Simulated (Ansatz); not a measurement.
The system is ZrSe2.

```
Zr Se
1.0
     3.79800    0.00000    0.00000
    -1.89900    3.28916    0.00000
     0.00000    0.00000    6.19200
Zr Se
1 2
Direct
  0.00000 0.00000 0.00000
  0.66667 0.33333 0.75000
  0.33333 0.66667 0.25000
```

```yaml
Program: Ansatz 0.2.0
Task: relaxation of cell and atoms
Functional: PBE
Dispersion: D4
Potentials_or_basis: Ansatz PAW
Cutoff: "420 eV (not typed: the program's choice for these potentials)"
k_mesh: 8 × 8 × 5
Occupations: fermi-dirac, width 0.05 eV
Spin: no spin polarisation
```

At the start: volume 25.78 Å³/atom.

Question: How do energy, volume and symmetry change on relaxing?

Answer: It ends after 4 steps and the volume is 24.92 Å³/atom (-3.4 %); space group P-3m1 (No. 164, to 0.05 Å).

Step by step:
| step | energy change (eV) | largest force (eV/Å) | volume (Å³) |
| --- | --- | --- | --- |
| 1 | 0.0000 | 0.2889 | 77.35 |
| 2 | -0.0185 | 0.0050 | 75.08 |
| 3 | -0.0187 | 0.0048 | 74.75 |
| 4 | -0.0185 | 0.0047 | 74.75 |

Final structure:
```cif
data_structure
_symmetry_space_group_name_H-M 'P 1'
_symmetry_Int_Tables_number 1
_cell_length_a 3.7534
_cell_length_b 3.7534
_cell_length_c 6.1269
_cell_angle_alpha 90.000
_cell_angle_beta 90.000
_cell_angle_gamma 120.000
_cell_volume 74.75
loop_
_atom_site_label
_atom_site_type_symbol
_atom_site_fract_x
_atom_site_fract_y
_atom_site_fract_z
_atom_site_occupancy
Zr1 Zr 0.00000 0.00000 0.00000 1
Se1 Se 0.66667 0.33333 0.73986 1
Se2 Se 0.33333 0.66667 0.26014 1
```

Caveat: the plane-wave basis is chosen anew once the cell has moved, so the energies of steps on either side of that aren't comparable.
